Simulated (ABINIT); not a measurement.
HfB2: band structure with PBEsol

HfB2:

```
Hf B
1.0
     3.14000    0.00000    0.00000
    -1.57000    2.71932    0.00000
     0.00000    0.00000    3.48000
Hf B
1 2
Direct
  0.00000 0.00000 0.00000
  0.66667 0.33333 0.50000
  0.33333 0.66667 0.50000
```

```json
{"Program": "ABINIT 10.8.3 (patched build)", "Task": "band structure", "Functional": "PBEsol", "Potentials or basis": "JTH PAW PBE v2.0", "Cutoff": "517 eV", "k mesh": "10 × 10 × 8", "Occupations": "fermi-dirac, width 0.05 eV", "Spin": "spin-orbit coupling, no magnetisation", "Fine-grid cutoff": "1034.03 eV"}
```

```json
{
 "Pressure": "-4.2 GPa",
 "Band gap on the k mesh": "none (metal or under the smearing width)",
 "Valence electrons inside the program's atomic spheres": "Hf 9.71; B 1.85"
}
```

Stress tensor (GPa, compression positive):
```
-4.00  0.00  0.00
 0.00 -4.00  0.00
 0.00  0.00 -4.55
```

Levels at the corners of the path, in eV from the Fermi level:
```csv
point,band 15,band 16,band 17,band 18,band 19,band 20,band 21,band 22
Γ,-2.72,-2.72,-2.62,-2.62,3.98,3.98,4.15,4.15
M,-3.28,-3.28,-2.78,-2.78,2.26,2.26,2.81,2.81
K,-2.52,-2.52,-2.45,-2.45,1.74,1.74,1.93,1.93
Γ,-2.72,-2.72,-2.62,-2.62,3.98,3.98,4.15,4.15
A,-1.04,-1.04,0.33,0.33,0.43,0.43,0.95,0.95
L,-4.61,-4.61,-2.50,-2.50,4.16,4.16,4.21,4.21
H,-3.17,-3.17,-2.82,-2.82,4.50,4.50,5.46,5.46
A,-1.04,-1.04,0.33,0.33,0.43,0.43,0.95,0.95
```

Wall time 2 min on 1 thread of Intel(R) Xeon(R) 6975P-C (Granite Rapids), with other jobs on the host, peak memory 0.19 GiB.

Caveat: the PAW data sets were made with another functional, which shifts forces and pressure a little.
